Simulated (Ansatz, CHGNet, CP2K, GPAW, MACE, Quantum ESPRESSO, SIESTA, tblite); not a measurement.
# GPAW runs on wurtzite SiC, size series (72 atoms), part 2 of 2

Wanted: GPAW inputs and outputs for wurtzite SiC, size series (72 atoms), checked against a plane-wave reference.

Program: GPAW 26.7.0; the method stands at each step. Banners, paths, timers and routine set-up lines are dropped from the logs unmarked, and long logs keep their key lines alone; longer cuts are marked.

So far. Step 3 (PBE, LCAO sz(dzp), h 0.2 Å): Against the first run (5.2 %), the force difference from the reference is 29 %, at 0.23 times the CPU time, with 288 basis functions against 936: the smaller basis costs accuracy. Step 4 (PBE, LCAO szp(dzp), h 0.2 Å): Against the first run (5.2 %), the force difference from the reference is 7.8 %, at 0.71 times the CPU time, with 648 basis functions against 936: the smaller basis costs accuracy.

### 5. RPBE, LCAO dzp, h 0.2 Å

Method: Kohn-Sham DFT, RPBE, PAW, atomic orbitals (dzp).

run.py

```python
import numpy as np
from ase.io import read
from gpaw import GPAW, FermiDirac

atoms = read("structure.xyz")
atoms.calc = GPAW(
    mode="lcao",
    basis="dzp",
    h=0.2,
    xc="RPBE",
    kpts={"size": (1, 1, 1), "gamma": True},
    occupations=FermiDirac(0.05),
    maxiter=200,
    symmetry={"point_group": False},
    txt="gpaw.txt",
)
energy = atoms.get_potential_energy(force_consistent=True)
forces = atoms.get_forces()
print(f"energy {energy:.6f} eV")
print("forces (eV/A)")
for i, (a, f) in enumerate(zip(atoms, forces)):
    print(f"{i:4d} {a.symbol:2s} {f[0]:10.5f} {f[1]:10.5f} {f[2]:10.5f}")
print(f"Fermi level {atoms.calc.get_fermi_level():.4f} eV")
for k in range(len(atoms.calc.get_ibz_k_points())):
    for s in range(atoms.calc.get_number_of_spins()):
        e = atoms.calc.get_eigenvalues(kpt=k, spin=s)
        n = np.searchsorted(e, atoms.calc.get_fermi_level())
        print(f"k {k} spin {s} levels about the Fermi level:", np.round(e[max(n - 6, 0):n], 4).tolist(), "|", np.round(e[n:n + 6], 4).tolist())
```

structure.xyz

```xyz
72
Lattice="9.22800 0.00000 0.00000 -4.61400 7.99168 0.00000 0.00000 0.00000 10.09600" Properties=species:S:1:pos:R:3 pbc="T T T"
[... 72 atom lines left out: the same atoms as in the first run ...]
```

Run with:

```console
$ OMP_NUM_THREADS=1 python run.py > output.txt
```

Log:

```text
energy -482.390479 eV
forces (eV/A)
   0 Si   -0.67792   -2.12555   -0.40793
   1 C     0.85939    0.35230    0.59856
   2 Si   -0.36658    0.66531    0.39392
   3 C    -0.15634   -0.33407   -0.08065
   4 Si    1.01368    0.53009   -0.49966
   5 C     0.88356    0.35561    0.59818
   6 Si   -0.01245   -1.19578   -0.89298
   7 C    -0.29810   -0.02222    0.91488
   8 Si    0.38610    1.39672    0.58166
   9 C     0.54208   -1.38064   -0.66262
  10 Si   -1.85970    0.27469   -0.18735
  11 C     1.14185   -1.42254    0.25699
  12 Si   -0.94140    0.40534   -0.38948
  13 C    -0.68872    0.54753    0.05528
  14 Si    0.91731    0.81917    0.75683
  15 C    -0.89310   -0.16304   -0.20636
  16 Si    0.11405    0.99612    3.64770
  17 C    -0.15552    0.28628   -0.94200
  18 Si   -0.94214    1.34135   -0.63236
  19 C    -0.46016   -1.84136    1.37913
  20 Si    0.89593   -0.31229   -1.24122
  21 C    -0.71116   -0.13309   -0.81402
  22 Si    0.82446    0.46628    0.96262
  23 C    -0.54185    0.02139   -4.68565
[...]
64 Si    0.70468   -0.03919    1.33805
  65 C     0.06964    0.71047   -3.56105
  66 Si   -0.34392    0.49519    3.43306
  67 C    -1.16196   -1.18744   -0.90444
  68 Si    0.45597    1.79609   -0.80636
  69 C    -1.51398   -1.13969    0.69025
  70 Si   -0.22783   -0.24614    0.13624
  71 C     0.19686    1.13127   -1.70987
Fermi level 9.8104 eV
k 0 spin 0 levels about the Fermi level: [8.0112, 8.0172, 8.1195, 8.5613, 8.7128, 8.7776] | [10.8568, 10.8796, 11.927, 11.9416, 11.9781, 11.993]
```

gpaw.txt:

```text
Input parameters:
  mode=LCAO(),
  basis={'default': 'dzp'},
  h=0.2,
  kpts=MonkhorstPack(size=(1, 1, 1), gamma=True),
  maxiter=200,
  occupations=Occupations(name='fermi-dirac', width=0.05, fixmagmom=False),
  symmetry=Symmetry(point_group=False),
  xc=XC(name='RPBE')
Unit cell  # Å
| periodic |         x |        y |         z |   lengths |     angles |
[... lines left out ...]
  Fermi-Dirac:
[... lines left out ...]
convergence criteria:
- Maximum [total energy] change in last 3 cyles: 0.0005 eV / valence electron
[... lines left out ...]
Converged in 10 steps
[... lines left out ...]
  Free energy:    -482.390479
  Extrapolated:   -482.390479
dipole moment: (-19.019595, -6.955909, 34.243148)  # |e|*Ang
Fermi level: 9.810
Eigenvalues  # (at kpt = [0.000, 0.000, 0.000])
| band index |      eig [eV] | occ [0-2] |
|------------|---------------|-----------|
|          0 |        -7.101 |     2.000 |
|        ... |               |           |
|        136 |         7.849 |     2.000 |
|        137 |         7.912 |     2.000 |
[...]
|        151 |        12.042 |     0.000 |
|        ... |               |           |
|        176 |        14.646 |     0.000 |
Gap: 2.079 eV
Transition (v -> c):
  (s=0, k=0, n=143, [0.00, 0.00, 0.00]) -> (s=0, k=0, n=144, [0.00, 0.00, 0.00])
No difference between direct/indirect transitions
Force computation time: 33.987  # s
timing:  # [seconds]
  Total:  188.497  # ━━━━━━━━━━━━━━━━━━━━━━━━━━━━━━━━━━━━━━━━━━━━━━━━━━━━━━━━
  Init:     8.373  # ━━╸
  SCF:    146.108  # ━━━━━━━━━━━━━━━━━━━━━━━━━━━━━━━━━━━━━━━━━━━╸
  Forces:  33.987  # ━━━━━━━━━━
```

It took 3.2 min on 1 thread of Arm Neoverse V1, shared host; peak memory 0.94 GiB.

Against the reference:

```
r.m.s. force component                           : 1.037 eV/Å
r.m.s. difference of force components            : 63.27 meV/Å
longest difference of force vectors              : 247.9 meV/Å
force difference over r.m.s. force               : 6.433 %
slope of forces against the reference's          : 1.054
correlation of force components                  : 0.9994
gap (highest filled to lowest empty level) : 2.079 eV
gap difference                                   : 0.0848 eV
```

Against the first run (5.2 %), the force difference from the reference is 6.4 %, at 1.0 times the CPU time; the model has changed, so this is no error of the program alone.

### 6. The ladder

Differences are against the plane-wave reference, forces as r.m.s. over components; share is that over the reference's r.m.s. force, slope the least-squares factor from reference forces to these. Total energies of different programs have different zeros and aren't compared.

```csv
run,"Δ force, r.m.s. (meV/Å)",share (%),slope,Δ gap (eV),cores,CPU time,memory (GiB)
reference,-,-,-,-,2,3 min,1.7
"GPAW PBE, LCAO dzp, h 0.2 Å",51.0,5.19,1.043,0.0487,1,3 min,0.94
"GPAW PBE, LCAO sz(dzp), h 0.2 Å (coarse)",286,29.1,1.233,2.29,1,43 s,0.7
"GPAW PBE, LCAO szp(dzp), h 0.2 Å (coarse)",76.7,7.80,1.068,0.511,1,2.2 min,0.9
"GPAW RPBE, LCAO dzp, h 0.2 Å",63.3,6.43,1.054,0.0848,1,3.2 min,0.94
```

Rows marked coarse were listed beforehand as settings not expected to be converged; some can still land near the reference.

CPU time is summed over cores on a shared host, where runs went side by side, so it is rough. Symmetry, cutoffs, thresholds, outputs and thread counts weren't matched or tuned between programs; memory under MPI is the largest rank's times the ranks.

A second geometry, displaced anew (every atom was moved at random, 0.08 Å r.m.s. a Cartesian component), gives an energy difference that all programs can be tested on. The reference puts it at 166.5 meV/atom.

```csv
run,energy less the first geometry's (meV/atom),error (meV/atom),force share at the second geometry (%)
"GPAW PBE, LCAO dzp, h 0.2 Å",174.3,7.80,5.21
"GPAW PBE, LCAO sz(dzp), h 0.2 Å",212.2,45.7,29.1
"GPAW PBE, LCAO szp(dzp), h 0.2 Å",178.0,11.4,7.86
"GPAW RPBE, LCAO dzp, h 0.2 Å",176.3,9.74,6.54
```

### 7. Outcome

| Quantity | Value |
| --- | --- |
| nearest in forces | GPAW PBE, LCAO dzp, h 0.2 Å, 5.2 % |
| its CPU time | 3 min |

**Reading.** The PBE run in local orbitals, coarse settings apart, differs by 5.2 % (GPAW PBE, LCAO dzp, h 0.2 Å); basis, grid and potentials can all enter. Rows with another functional or a dispersion term differ by 6.4 % (GPAW RPBE, LCAO dzp, h 0.2 Å), which mixes the change of model with differences of basis and potentials. Runs with settings chosen to be coarse differ by 7.8 % (GPAW PBE, LCAO szp(dzp), h 0.2 Å) to 29 % (GPAW PBE, LCAO sz(dzp), h 0.2 Å), their programs' other errors included. One electronic-structure run takes under half the reference's CPU time: GPAW PBE, LCAO sz(dzp), h 0.2 Å, at 29 % in 43 s against 3 min. GPAW PBE, LCAO sz(dzp), h 0.2 Å stiffens the forces by a factor of 1.23 while following their directions (correlation 0.990); the slopes of the 4 GPAW runs lie between 1.04 and 1.23. At the same functional, gaps differ from the reference's 1.99 eV by between +0.05 and +2.29 eV. A likely cause of the wide gaps: compact atomic orbitals describe empty levels worse than filled ones. These are spacings on the run's k-points, which needn't hold the band edges. The energy difference between the two geometries, 167 meV/atom in the reference, is met best by GPAW PBE, LCAO dzp, h 0.2 Å (+7.8) and worst by GPAW PBE, LCAO sz(dzp), h 0.2 Å (coarse) (+45.7). The reference's pressure of 5.4 GPa belongs to a cell and atoms that aren't relaxed at this level. The electronic-structure runs sample only Γ, in a cell whose shortest periodic width is 8 Å.

[Also dropped from logs without a mark: logging warnings of Python, and SIESTA's first energy breakdown and zero terms.]

[Logs are printed without paths, hosts, clocks, repeated set-up lines and the standing remarks that a program may print on its own settings, such as how far it seeks lower states.]

[Hosts, paths, dates, database ids (printed as entryN), source tags and the programs' standing remarks are cut or masked in the printed files.]
